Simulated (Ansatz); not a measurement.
The system is HgTe (Coloradoite).

```
Hg Te
1.0
     0.00000    3.21450    3.21450
     3.21450    0.00000    3.21450
     3.21450    3.21450    0.00000
Hg Te
1 1
Direct
  0.00000 0.00000 0.00000
  0.75000 0.75000 0.75000
```

Base run:

* Program: Ansatz 0.2.0
* Functional: PBE
* Potentials or basis: PseudoDojo stringent (PBE files)
* Cutoff: 1450 eV
* Density cutoff: 5800 eV
* k mesh: 7 × 7 × 7
* Occupations: fermi-dirac, width 0.05 eV
* Spin: no spin polarisation

Its results: band gap on the k mesh none (metal or under the smearing width); pressure 4.5 GPa.

Problem. The run is repeated on the same cell with these changes: functional from PBE to LDA; potentials or basis from PseudoDojo stringent (PBE files) to JTH PAW LDA; cutoff from 1450 eV to 870 eV; density cutoff from 5800 eV to 4350 eV; valence electrons from 44 to 18. What comes out?

Solution. Band gap on the k mesh none (metal or under the smearing width); pressure 0.4 GPa.

Not every run made on this cell is shown here.
